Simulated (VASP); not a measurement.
GaAs:

```
CELL_PARAMETERS angstrom
0.00000 2.83140 2.83140
2.83140 0.00000 2.83140
2.83140 2.83140 0.00000
ATOMIC_POSITIONS crystal
Ga 0.00000 0.00000 0.00000
As 0.25000 0.25000 0.25000
```

The cell was built by a generator and needn't be a form met in nature.

Base run:

```yaml
Program: VASP 6.6.1
Functional: HSE06
Potentials_or_basis: VASP PAW PBE potentials, release 64 (Ga_d, As)
Cutoff: 520 eV
k_mesh: 6 × 6 × 6
Occupations: gaussian, width 0.03 eV
Spin: no spin polarisation
```

Its results: band gap on the k mesh 1.39 eV, direct; pressure 0.6 GPa.

Q: The run is repeated on the same cell with these changes: functional from HSE06 to PBEsol. What comes out?

A: Band gap on the k mesh 0.42 eV, direct; pressure 0.0 GPa.

HSE06 gives the wider gap, since exact exchange removes part of the self-interaction.

Caveats: the PAW data sets were made with another functional, which shifts forces and pressure a little.
